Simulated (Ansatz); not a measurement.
## Kick test of a cell of SnTe

The structure comes from a generated guess, relaxed at this level; another structure or a mixture of phases may lie lower.

Level of theory: DFT PBE, scalar-relativistic, plane waves, PAW (Ansatz 0.2.0). Settings: cutoff 420 eV, Γ-centred mesh 12×12×6 on the computed 4-atom cell, Gaussian smearing of 0.10 eV; no spin polarisation.

The cell below (4 atoms, space group P6_3/mmc (No. 194)) is relaxed within its symmetry.

```
Sn Te
1.0
     4.44403    0.00000    0.00000
    -2.22201    3.84864    0.00000
     0.00000    0.00000    7.85780
Sn Te
2 2
Direct
  0.00000 0.00000 0.00000
  0.00000 0.00000 0.50000
  0.33333 0.66667 0.25000
  0.66667 0.33333 0.75000
```

For the test a repeat of it with 8 atoms (edges 4.44, 7.70, 7.86 Å) was strained at random (σ = 1.5 % a component), the atoms were moved at random (σ = 0.10 Å), and all was relaxed again on a coarse 6×4×4 mesh (in the run’s order of axes) with 0.20 eV smearing, with no symmetry imposed.

Spin–orbit coupling, which can matter for Te, is left out.

**Question.** Does it come back?

**Answer.** It doesn't return. The energy falls by 6 meV/atom on that mesh, the volume changes by 3.3 %, and the end has space group P6_3mc (No. 186) at a loose tolerance. Relaxed again on a 12×12×6 mesh with 0.10 eV smearing, the new structure lies 8 meV/atom below the first (mesh in the axes of the run's cell; the cell below is made exact in the group named). Space group P6_3mc (No. 186), hexagonal, a = 4.399 Å, c = 8.350 Å. Sn is surrounded by 3 Te at 3.05 Å and 3 Te at 3.55 Å; around Te lie 3 Sn at 3.05 Å and 3 Sn at 3.55 Å.

Space group P6_3mc (No. 186). a = 4.399 Å, b = 4.399 Å, c = 8.350 Å, α = 90.00°, β = 90.00°, γ = 120.00°
| atom | site | symmetry | x | y | z |
| --- | --- | --- | --- | --- | --- |
| Sn | 2a | 3m. | 0.0000 | 0.0000 | 0.9763 |
| Te | 2b | 3m. | 0.3333 | 0.6667 | 0.7736 |
